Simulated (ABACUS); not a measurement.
The system is Bi.

```xyz
1
Lattice="-1.9814 1.9814 1.9814 1.9814 -1.9814 1.9814 1.9814 1.9814 -1.9814" Properties=species:S:1:pos:R:3 pbc="T T T"
Bi    0.0000    0.0000    0.0000
```

This isn't the form of Bi at room conditions, which is rhombohedral.

| Item | Value |
| --- | --- |
| Program | ABACUS 3.10.1 |
| Task | single point |
| Functional | PBE |
| Potentials or basis | PseudoDojo NC SR 0.4.1 PBE standard |
| Cutoff | 898 eV |
| Density cutoff | 3592 eV |
| Basis | plane waves |
| k mesh | 9 × 9 × 9 |
| Occupations | fermi-dirac, width 0.05 eV |
| Spin | no spin polarisation |

On this cell: pressure 0.9 GPa; band gap on the k mesh none (metal or under the smearing width).

The same run follows on a disturbed copy (cell strained at random at fixed volume):

```
CELL_PARAMETERS angstrom
-2.05109 1.93226 1.96372
2.00913 -1.95414 1.94364
2.06996 1.97301 -1.98560
ATOMIC_POSITIONS crystal
Bi 0.98622 0.98269 0.98033
```

**Question.** What does the disturbed cell give?

**Answer.** The energy (extrapolated to zero smearing) moves by +6.0 meV/atom; pressure 0.9 GPa; band gap on the k mesh none (metal or under the smearing width).

Stress tensor (GPa, compression positive):
```
 0.21 -0.13  0.44
-0.13  1.27  0.11
 0.44  0.11  1.26
```

Caveats: spin-orbit coupling is left out, which moves the levels of the heavy elements.
